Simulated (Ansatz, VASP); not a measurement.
One calculation of Be, two programs

INCAR

```
PREC = Accurate
ENCUT = 520
EDIFF = 1E-6
ISMEAR = 0
SIGMA = 0.15
LREAL = False
LASPH = True
NELM = 60
ALGO = Normal
ISIF = 2
LWAVE = False
LCHARG = True
GGA = PS
LELF = True
LVHAR = True
NBANDS = 7
```

Contents of KPOINTS:

```
Automatic mesh
0
Gamma
  30 30 30
```

File POSCAR:

```
Be
1.0
   -1.2139349897      1.2139349897      1.3353284886
    1.2139349897     -1.2139349897      1.3353284886
    1.2139349897      1.2139349897     -1.3353284886
Be
1
Direct
    0.0000000000      0.0000000000      0.0000000000
```

Input for Ansatz:

```yaml
crystal:
  lattice:
    - [-1.2139349897, 1.2139349897, 1.3353284886]
    - [1.2139349897, -1.2139349897, 1.3353284886]
    - [1.2139349897, 1.2139349897, -1.3353284886]
  atoms:
    - { symbol: Be, position: [0.0, 0.0, 0.0] }
basis:
  ecutwfc: 420
kpoints:
  mp_grid: { grid: [30, 30, 30] }
hamiltonian:
  xc: pbesol
scf:
  occupations: { method: gaussian, width: 0.15 }
output:
  forces: true
  stress: true
  eigenvalues: true
```

Alike in both runs: task single point; functional PBEsol; k mesh 30 × 30 × 30; occupations gaussian, width 0.15 eV; no spin polarisation.

|  | VASP | Ansatz |
| --- | --- | --- |
| version | VASP 6.6.1 | Ansatz 0.2.0 |
| potentials or method | VASP PAW PBE potentials, release 64 (Be) | scalar-relativistic, plane waves, PAW |
| plane-wave cutoff (eV) | 520 | 420 |
| valence electrons in the cell | 2 | 2 |

```csv
,VASP,Ansatz,Ansatz less VASP
gap on the k mesh at the Fermi level (eV),none,none,-
pressure (GPa),-1.2,-1.6,-0.36
largest component of the traceless stress (GPa),1.20,1.19,-0.016
```

A gap of «none» marks a metal or a gap that the smearing closes.

Caveats: the PAW data sets were made with another functional, which shifts forces and pressure a little (VASP).
